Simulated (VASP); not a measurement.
# Sn (Immm) in VASP: further runs, part 2 of 3

VASP 6.6.1.

### Step 4. Single point, PBE

INCAR

```
SYSTEM = Sn
ADDGRID = .TRUE.
ALGO = Normal
EDIFF = 1E-7
ENCUT = 450
GGA = PE
ISIF = 2
ISMEAR = 1
LASPH = .TRUE.
LCHARG = .FALSE.
LREAL = .FALSE.
LWAVE = .FALSE.
NELM = 100
PREC = Accurate
SIGMA = 0.2
```

KPOINTS

```
k-points
0
G
  12 12 12
  0 0 0
```

POSCAR

```
Sn
1.0
   -1.6810770000      1.7214010000      2.3373330000
    1.7271670000     -1.7623000000      2.4024190000
    1.7145940000      1.7948920000     -2.3683880000
Sn
1
Direct
    0.0245380000     -0.0183670000      0.0024320000
```

Potentials or basis: VASP PAW PBE potentials, release 64 (Sn).

Started as:

```
$ cat potpaw_PBE.64/Sn/POTCAR > POTCAR
$ mpirun -np 1 vasp_std > vasp.out
```

OUTCAR:

```text
SYSTEM = Sn
   EDIFF = 1E-7
   ENCUT = 450
   GGA = PE
   ISIF = 2
   ISMEAR = 1
   LASPH = .TRUE.
   LREAL = .FALSE.
   NELM = 100
   PREC = Accurate

 Found    868 irreducible k-points:

 Following reciprocal coordinates:
            Coordinates               Weight
  0.000000  0.000000  0.000000      1.000000
  0.083333  0.000000  0.000000      2.000000
  0.166667  0.000000  0.000000      2.000000
  0.250000  0.000000  0.000000      2.000000
  0.333333  0.000000  0.000000      2.000000
  0.416667  0.000000  0.000000      2.000000
   k-points           NKPTS =    868   k-points in BZ     NKDIM =    868   number of bands    NBANDS=      6
   number of dos      NEDOS =    301   number of ions     NIONS =      1
   total plane-waves  NPLWV =  13824
   dimension x,y,z NGX =    24 NGY =   24 NGZ =   24
   dimension x,y,z NGXF=    48 NGYF=   48 NGZF=   48
   ions per type =               1
   NGX,Y,Z   is equivalent  to a cutoff of  11.89, 11.59, 11.63 a.u.
   NGXF,Y,Z  is equivalent  to a cutoff of  23.79, 23.17, 23.26 a.u.
 SYSTEM =  Sn
   PREC   = accura    normal or accurate (medium, high low for compatibility)
   ISTART =      0    job   : 0-new  1-cont  2-samecut
   ICHARG =      2    charge: 1-file 2-atom 10-const
   ISPIN  =      1    spin polarized calculation?
   LNONCOLLINEAR =      F non collinear calculations
   LSORBIT =      F    spin-orbit coupling
   LASPH  =      T    aspherical Exc in radial PAW
   ENCUT  =  450.0 eV  33.07 Ry    5.75 a.u.   5.80  5.96  5.93*2*pi/ulx,y,z
   NELM   =    100;   NELMIN=  2; NELMDL= -5     # of ELM steps
   EDIFF  = 0.1E-06   stopping-criterion for ELM
   LREAL  =      F    real-space projection
   EDIFFG = 0.1E-05   stopping-criterion for IOM
   NSW    =      0    number of steps for IOM
   IBRION =     -1    ionic relax: 0-MD 1-quasi-New 2-CG
   NFREE  =      0    steps in history (QN), initial steepest desc. (CG)
   ISIF   =      2    stress and relaxation
   ISYM   =      2    0-nonsym 1-usesym 2-fastsym
   POTIM  = 0.5000    time-step for ionic-motion
   TEBEG  =    0.0;   TEEND  =   0.0 temperature during run
   PSTRESS=    0.0 pullay stress
   NELECT =       4.0000    total number of electrons
   NUPDOWN=      -1.0000    fix difference up-down
   EMIN   =  10.00;   EMAX   =-10.00  energy-range for DOS
   EFERMI =   0.00;   METHOD = LEGACY
   ISMEAR =     1;   SIGMA  =   0.20  broadening in eV -4-tet -1-fermi 0-gaus
   EFERMI_NEDOS =   21; number of points for ismear=-14 and -15
   IALGO  =     38    algorithm
   IMIX   =      4    mixing-type and parameters
     AMIX     =   0.40;   BMIX     =  1.00
     AMIX_MAG =   1.60;   BMIX_MAG =  1.00
  volume/ion in A,a.u.               =      28.67       193.50
  Fermi-wavevector in a.u.,A,eV,Ry     =   0.849055  1.604482  9.808370  0.720895
  Thomas-Fermi vector in A             =   1.964816
   LORBIT       =      0    0 simple, 1 ext, 2 COOP (PROOUT), +10 PAW based schemes
   GGA     = PE    functional components
   LHFCALC =     F    Hartree Fock is set to
   AEXX    =    0.0000 exact exchange contribution
   IVDW    =     0    specifies the selected vdW correction
   LEPSILON=     F    determine dielectric tensor
   LRPA    =     F    only Hartree local field effects (RPA)
 non-spin polarized calculation
 Methfessel and Paxton  Order N= 1 SIGMA  =   0.20
  energy-cutoff  :      450.00
  volume of cell :       28.67
 maximum number of plane-waves:       636
   NGX = 11   NGY = 11   NGZ = 11

 number of electron       4.0000000 magnetization

 Free energy of the ion-electron system (eV)
  ---------------------------------------------------
  ext. energy  EPLUGINS =         0.00000000
  ---------------------------------------------------
  free energy    TOTEN  =        -3.76457989 eV

  energy without entropy =       -3.76390123  energy(sigma->0) =       -3.76435367

 E-fermi :   4.9323     XC(G=0):  -9.9665

 val. band max:        4.9306344702   @ k =   0.2500  -0.1667   0.3333
 cond. band min:       4.9416287613   @ k =  -0.2500  -0.1667   0.4167
 fundamental gap:      0.0109942911
 Fermi energy:         4.9322760023

 k-point     1 :       0.0000    0.0000    0.0000
  band No.  band energies     occupation
      1      -5.8271      2.00000
      2      11.8339      0.00000
      3      12.2029      0.00000
      4      12.5655      0.00000
      5      15.5969      0.00000
      6      15.7597      0.00000

 k-point     2 :       0.0833    0.0000    0.0000
  band No.  band energies     occupation
      1      -5.6897      2.00000
      2      10.8760      0.00000
      3      11.7143      0.00000
      4      12.2082      0.00000
      5      14.8645      0.00000
      6      16.1489      0.00000
[... 28 lines left out ...]
 k-point     6 :       0.4167    0.0000    0.0000
  band No.  band energies     occupation
      1      -2.5344      2.00000
      2       1.6208      2.00000
      3      10.2844      0.00000
      4      10.6945      0.00000
      5      14.3097      0.00000
      6      15.0783      0.00000

 [... further k-points ...]

------------------------ aborting loop because EDIFF is reached ----------------------------------------

  FORCE on cell =-STRESS in cart. coord.  units (eV):
  Direction    XX          YY          ZZ          XY          YZ          ZX
  --------------------------------------------------------------------------------------
  -------------------------------------------------------------------------------------
  Total       -0.1958923     -0.2347327     -0.2838791      0.0351858     -0.0502023      0.0294053
  in kB      -10.9458961    -13.1161881    -15.8623427      1.9660804     -2.8051611      1.6430829
  external PRESSURE =     -13.3081423 kB  Pullay stress =       0.0000000 kB

 VOLUME and BASIS-vectors are now :
 -----------------------------------------------------------------------------
  energy-cutoff  :      450.00
  volume of cell :       28.67
      direct lattice vectors                 reciprocal lattice vectors
    -1.681077000  1.721401000  2.337333000    -0.004822354  0.286321943  0.213499049
     1.727167000 -1.762300000  2.402419000     0.288499269 -0.000911461  0.208168231
     1.714594000  1.794892000 -2.368388000     0.287885548  0.281643047 -0.000369160

 POSITION                                       TOTAL-FORCE (eV/Angst)
 -----------------------------------------------------------------------------------
      1.65836     -1.68333      2.40989         0.000000      0.000000     -0.000000
 -----------------------------------------------------------------------------------
    total drift:                                0.000000      0.000000      0.000000

  FREE ENERGIE OF THE ION-ELECTRON SYSTEM (eV)
  ---------------------------------------------------
  free  energy   TOTEN  =        -3.7645798892 eV

  energy  without entropy=       -3.7639012290  energy(sigma->0) =       -3.76435367
```

stdout:

```text
POSCAR found type information on POSCAR Sn
 POSCAR found :  1 types and       1 ions
 scaLAPACK will be used
 LDA part: xc-table for (Slater+PW92), standard interpolation
 POSCAR, INCAR and KPOINTS ok, starting setup
 FFT: planning ... GRIDC
 FFT: planning ... GRID_SOFT
 FFT: planning ... GRID
 WAVECAR not read
 entering main loop
```

Wall time 42 s (1 thread of Intel Xeon 6975P-C (Granite Rapids), shared host); peak memory 0.35 GiB.

The run converged, but some of its settings lie outside the range that counts as converged, so its numbers aren't taken as properties of the crystal.

What came out:

```yaml
Free_energy: -3.7646 eV
Pressure: -1.3 GPa
Band_gap_on_the_k_mesh: none (metal or under the smearing width)
```

### Step 5. Single point, PBE

Edit INCAR of step 4 so:

```diff
@@ -1,3 +1,3 @@
 SYSTEM = Sn
-ADDGRID = .TRUE.
+ADDGRID = .FALSE.
 ALGO = Normal
@@ -8,3 +8,3 @@
 ISMEAR = 1
-LASPH = .TRUE.
+LASPH = .FALSE.
 LCHARG = .FALSE.
```

KPOINTS is that of step 4.

POSCAR

```
Sn
1.0
   -1.7265390000      1.7755470000      2.3383420000
    1.7265390000     -1.7755470000      2.3383420000
    1.7265390000      1.7755470000     -2.3383420000
Sn
1
Direct
    0.0000000000      0.0000000000      0.0000000000
```

Potentials or basis: VASP PAW PBE potentials, release 64 (Sn).

Started as:

```
$ cat potpaw_PBE.64/Sn/POTCAR > POTCAR
$ mpirun -np 1 vasp_std > vasp.out
```

OUTCAR:

```text
SYSTEM = Sn
   EDIFF = 1E-7
   ENCUT = 450
   GGA = PE
   ISIF = 2
   ISMEAR = 1
   LASPH = .FALSE.
   LREAL = .FALSE.
   NELM = 100
   PREC = Accurate

 Found    280 irreducible k-points:

 Following reciprocal coordinates:
            Coordinates               Weight
  0.000000  0.000000  0.000000      1.000000
  0.083333  0.000000 -0.000000      4.000000
  0.166667  0.000000 -0.000000      4.000000
  0.250000  0.000000 -0.000000      4.000000
  0.333333  0.000000  0.000000      4.000000
  0.416667  0.000000 -0.000000      4.000000
[... 130 lines left out ...]
------------------------ aborting loop because EDIFF is reached ----------------------------------------

  FORCE on cell =-STRESS in cart. coord.  units (eV):
  Direction    XX          YY          ZZ          XY          YZ          ZX
  --------------------------------------------------------------------------------------
  -------------------------------------------------------------------------------------
  Total       -0.1424573     -0.2755275     -0.2905690     -0.0000000      0.0000000      0.0000000
  in kB       -7.9601046    -15.3956847    -16.2361601     -0.0000000      0.0000000      0.0000000
  external PRESSURE =     -13.1973165 kB  Pullay stress =       0.0000000 kB

 VOLUME and BASIS-vectors are now :
 -----------------------------------------------------------------------------
  energy-cutoff  :      450.00
  volume of cell :       28.67
      direct lattice vectors                 reciprocal lattice vectors
    -1.726539000  1.775547000  2.338342000     0.000000000  0.281603359  0.213826720
     1.726539000 -1.775547000  2.338342000     0.289596702  0.000000000  0.213826720
     1.726539000  1.775547000 -2.338342000     0.289596702  0.281603359  0.000000000

 POSITION                                       TOTAL-FORCE (eV/Angst)
 -----------------------------------------------------------------------------------
      0.00000      0.00000      0.00000         0.000000      0.000000      0.000000
 -----------------------------------------------------------------------------------
    total drift:                                0.000000     -0.000000      0.000000

  FREE ENERGIE OF THE ION-ELECTRON SYSTEM (eV)
  ---------------------------------------------------
  free  energy   TOTEN  =        -3.7642167932 eV

  energy  without entropy=       -3.7631574401  energy(sigma->0) =       -3.76386368
```

OSZICAR:

```text
N       E                     dE             d eps       ncg     rms          rms(c)
DAV:   1     0.355953292842E+00    0.35595E+00   -0.13477E+03  3390   0.422E+02
DAV:   2    -0.373586597164E+01   -0.40918E+01   -0.39562E+01  4638   0.371E+01
DAV:   3    -0.377809566549E+01   -0.42230E-01   -0.41532E-01  3984   0.416E+00
DAV:   4    -0.377815487861E+01   -0.59213E-04   -0.59172E-04  4860   0.176E-01
DAV:   5    -0.377815496196E+01   -0.83351E-07   -0.83777E-07  4080   0.448E-03    0.129E+00
DAV:   6    -0.376969988726E+01    0.84551E-02   -0.22118E-03  4080   0.320E-01    0.757E-01
DAV:   7    -0.376413964767E+01    0.55602E-02   -0.62770E-03  3624   0.541E-01    0.536E-02
DAV:   8    -0.376421529350E+01   -0.75646E-04   -0.68649E-05  4740   0.661E-02    0.875E-03
DAV:   9    -0.376421678446E+01   -0.14910E-05   -0.26121E-06  4068   0.132E-02    0.330E-03
DAV:  10    -0.376421679323E+01   -0.87747E-08   -0.50582E-07  4338   0.464E-03
   1 F= -.37642168E+01 E0= -.37638637E+01  d E =-.105935E-02
```

stdout:

```text
POSCAR found type information on POSCAR Sn
 POSCAR found :  1 types and       1 ions
 scaLAPACK will be used
 LDA part: xc-table for (Slater+PW92), standard interpolation
 POSCAR, INCAR and KPOINTS ok, starting setup
 FFT: planning ... GRIDC
 FFT: planning ... GRID_SOFT
 FFT: planning ... GRID
 WAVECAR not read
 entering main loop
```

Run time: 12 s. Hardware: 1 thread of Intel Xeon 6975P-C (Granite Rapids), shared host; peak memory 0.16 GiB.

The run converged, but some of its settings lie outside the range that counts as converged, so its numbers aren't taken as properties of the crystal.

What came out:

| Quantity | Value |
| --- | --- |
| Free energy | -3.7642 eV |
| Pressure | -1.3 GPa |
| Band gap on the k mesh | none (metal or under the smearing width) |

(Part 2 of 3 ends here.)
